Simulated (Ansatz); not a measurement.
Runs of Ansatz 0.2.0 on Ge. It takes space group I4_1/amd (No. 141, tetragonal). The conventional cell has a = 5.149 Å, b = 5.149 Å, c = 2.795 Å, α = 90.00°, β = 90.00°, γ = 90.00°. Ge (site symmetry -4m2) is surrounded by 6 Ge at 2.67 to 2.79 Å. This isn't the form of Ge at room conditions, which is diamond.

```csv
task,level,cell,k mesh,cutoff (eV),smearing,gap on the mesh (eV),pressure (GPa)
single point,LDA,as given,11 × 11 × 11,255,gaussian 0.1 eV,none,(a)
band structure,RPBE,as given,11 × 11 × 11,254,fermi-dirac 0.05 eV,-,5.0
relaxation of cell and atoms,PBEsol+D3(BJ),relaxed,11 × 11 × 11,-,fermi-dirac 0.05 eV,-,0.0
elastic constants,PBEsol,as given,8 × 8 × 8,275,fermi-dirac 0.05 eV,none,-0.7
```

Alike in all rows: potentials or basis all-electron LAPW, scalar-relativistic; no spin polarisation; basis error allowed 0.001 eV/atom.

Problem. Estimate the missing entries.

Solution. (a) -2.4.

Caveats: the k mesh is thin for a metal, which can move the energy by tens of meV per atom (some runs); a metal's response needs a denser mesh (some runs); elastic constants of metals need much finer meshes, so these are rough (some runs).

A k mesh can miss the band edges, and the runs leave out spin-orbit coupling on Ge.

A gap of «none» marks a metal or a gap under the smearing width.

Runs at the PBE level aren't shown here.
